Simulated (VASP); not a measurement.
Here is a VASP 6.6.1 calculation.

File INCAR:

```
SYSTEM = Cu
PREC = Accurate
ENCUT = 450
EDIFF = 1E-6
ISMEAR = 1
SIGMA = 0.1
LREAL = .False.
LASPH = .True.
NELM = 120
ALGO = Normal
ISIF = 2
LWAVE = .False.
LCHARG = .False.
KPAR = 4
```

The input KPOINTS:

```
Automatic mesh
0
Gamma
  21 21 21
  0 0 0
```

POSCAR

```
Cu                                      
1.0
   -0.0000000000      1.8170093628      1.8170093628
    1.8170093628      0.0000000000      1.8170093628
    1.8170093628      1.8170093628     -0.0000000000
  Cu            
     1
Direct
     0.0000000000000000    0.0000000000000000    0.0000000000000000
```

Potentials or basis: VASP PAW LDA potentials, release 64 (Cu).

Run with:

```sh
$ cat potpaw_LDA.64/Cu/POTCAR > POTCAR
$ mpirun -np 4 vasp_std > vasp.out
```

Problem. Predict the pressure.

Solution. -14.3 GPa.

Problem. Estimate the band gap on the k mesh.

Solution. None (metal or under the smearing width).
